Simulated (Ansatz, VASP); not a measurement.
**Hf: VASP beside Ansatz**

File POSCAR:

```
Hf
1.0
    0.0000000000      2.2492138765      2.2492138765
    2.2492138765      0.0000000000      2.2492138765
    2.2492138765      2.2492138765      0.0000000000
Hf
1
Direct
    0.0000000000      0.0000000000      0.0000000000
```

File INCAR.step1:

```
ALGO     = Normal         # electronic algorithm
EDIFF    = 1E-4           # SCF threshold, eV
ENCUT    = 520            # plane-wave cutoff, eV
GGA      = PE             # functional
ISMEAR   = -1             # smearing method
LASPH    = True           # aspherical terms in the spheres
LCHARG   = False          # write CHGCAR
LREAL    = False          # projectors in reciprocal space
LWAVE    = True           # write WAVECAR
NBANDS   = 11             # bands
NELM     = 80             # most SCF steps
PREC     = Accurate       # precision mode
SIGMA    = 0.05           # smearing width, eV
```

The input INCAR.step2:

```
ALGO     = Normal         # electronic algorithm
EDIFF    = 1E-7           # SCF threshold, eV
ENCUT    = 520            # plane-wave cutoff, eV
ISIF     = 2              # what is computed and relaxed
ISMEAR   = -1             # smearing method
ISTART   = 1            
LASPH    = True           # aspherical terms in the spheres
LCHARG   = False          # write CHGCAR
LMIXTAU  = True         
LREAL    = False          # projectors in reciprocal space
LWAVE    = False          # write WAVECAR
METAGGA  = R2SCAN         # meta-GGA
NBANDS   = 11             # bands
NELM     = 80             # most SCF steps
PREC     = Accurate       # precision mode
SIGMA    = 0.05           # smearing width, eV
```

Contents of KPOINTS:

```
k-points
0
Gamma
  10 10 10
```

input.yaml

```yaml
crystal:
  lattice:
    - [0.0, 2.2492138765, 2.2492138765]
    - [2.2492138765, 0.0, 2.2492138765]
    - [2.2492138765, 2.2492138765, 0.0]
  atoms:
    - { symbol: Hf, position: [0.0, 0.0, 0.0] }
hamiltonian:
  xc: r2scan
  pseudopotentials: { kind: paw }
kpoints:
  mp_grid: { grid: [10, 10, 10] }
scf:
  occupations: { method: fermi_dirac, width: 0.05 }
output:
  forces: true
  stress: true
  eigenvalues: true
```

This isn't the form of Hf at room conditions, which is hcp.

Alike in both runs: task single point; functional r2SCAN; k mesh 10 × 10 × 10; occupations fermi-dirac, width 0.05 eV; no spin polarisation.

|  | VASP | Ansatz |
| --- | --- | --- |
| version | VASP 6.6.1 | Ansatz 0.2.0 |
| potentials or method | VASP PAW PBE potentials, release 64 (Hf_pv) | Ansatz PAW |
| plane-wave cutoff (eV) | 520 | 500 |
| valence electrons in the cell | 10 | 26 |

```tsv
	VASP	Ansatz	Ansatz less VASP
gap on the k mesh at the Fermi level (eV)	none	none	-
pressure (GPa)	-1.9	-1.4	+0.49
```

A gap of «none» marks a metal or a gap that the smearing closes. With one functional, cell and mesh, what is left measures potentials, basis and numerics. The two sets of potentials don't hold the same shells in valence.

Caveats: the PAW data sets were made with another functional, which shifts forces and pressure a little (VASP); the PAW data sets come from PBE, with cores solved anew for the run's functional, which leaves a small shift of forces and pressure (Ansatz). Spin-orbit coupling is left out, which matters for the levels of Hf.
